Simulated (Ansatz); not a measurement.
CdS in the wurtzite structure, relaxed with r2SCAN in Ansatz 0.2.0. The symmetry is P6_3mc (No. 186, hexagonal); conventional cell a = 4.165 Å, c = 6.766 Å, 25.41 Å³ an atom. Cd has 4 S at 2.54–2.55 Å; S has 4 Cd at 2.54–2.55 Å.

The axes x, y and z are those of this cell:
```xyz
4
Lattice="4.1646 0.0000 0.0000 -2.0823 3.6067 0.0000 0.0000 0.0000 6.7660" Properties=species:S:1:pos:R:3 pbc="T T T"
Cd    0.0000    2.4044   -0.0065
Cd    2.0823    1.2022    3.3765
S     0.0000    2.4044    2.5438
S     2.0823    1.2022    5.9268
```

Unstrained: The PBE gap is direct at Γ: 1.173 eV. With r2SCAN the gap is 1.632 eV and direct, at Γ. HSE06 gives a direct gap of 2.190 eV at Γ. Meshes: PBE 12×12×4, r2SCAN 12×12×4, HSE06 6×6×4. Strains are changes of length per length. After each strain the atoms were relaxed again with r2SCAN within the symmetry that the strain leaves, so tilts or polar shifts that break it weren't tested; points keep the names that they have in the unstrained zone. No spin polarisation and no zero-point or thermal motion.

Task: For epitaxial +3.0 % in the xy plane, how far does the free direction move, and what happens to the gap?

Result: The normal strain at zero normal stress is -2.96 %, 0.99 of the in-plane strain with the sign turned. PBE: the gap goes from 1.173 to 1.061 eV (-0.112 eV); with r2SCAN the top three valence levels at Γ, grouped 2+1 from the top over 38 meV, become 1+2 over 109 meV. r2SCAN: the gap goes from 1.632 to 1.520 eV (-0.112 eV). HSE06: the gap goes from 2.190 to 2.066 eV (-0.124 eV).

Task: Estimate what isotropic +5.0 % on every length does to the gap.

Result: HSE06: the gap goes from 2.190 to 1.782 eV (-0.408 eV); with HSE06 the top three valence levels at Γ, grouped 2+1 from the top over 36 meV, become 2+1 over 17 meV.

Task: Estimate what epitaxial -5.0 % in the xy plane, free normal strain +4.68 % does to the gap.

Result: PBE: the gap goes from 1.173 to 0.975 eV (-0.198 eV). r2SCAN: the gap goes from 1.632 to 1.423 eV (-0.209 eV). HSE06: the gap goes from 2.190 to 1.986 eV (-0.204 eV). The r2SCAN energy rises by 38.2 meV an atom.

Task: Apply uniaxial +0.5 % along z, other directions held. How far does the gap move, against the unstrained cell?

Result: PBE: the gap goes from 1.173 to 1.152 eV (-0.021 eV); with r2SCAN the top three valence levels at Γ, grouped 2+1 from the top over 38 meV, become 2+1 over 54 meV. r2SCAN: the gap goes from 1.632 to 1.610 eV (-0.022 eV). HSE06: the gap goes from 2.190 to 2.168 eV (-0.022 eV). The r2SCAN energy rises by 0.2 meV an atom.

Spin-orbit coupling is left out.

The meshes of the hybrids are coarse, so their gaps aren't converged to the digits shown.

The splittings at Γ are without spin-orbit coupling, which regroups them where it is of like size or larger.
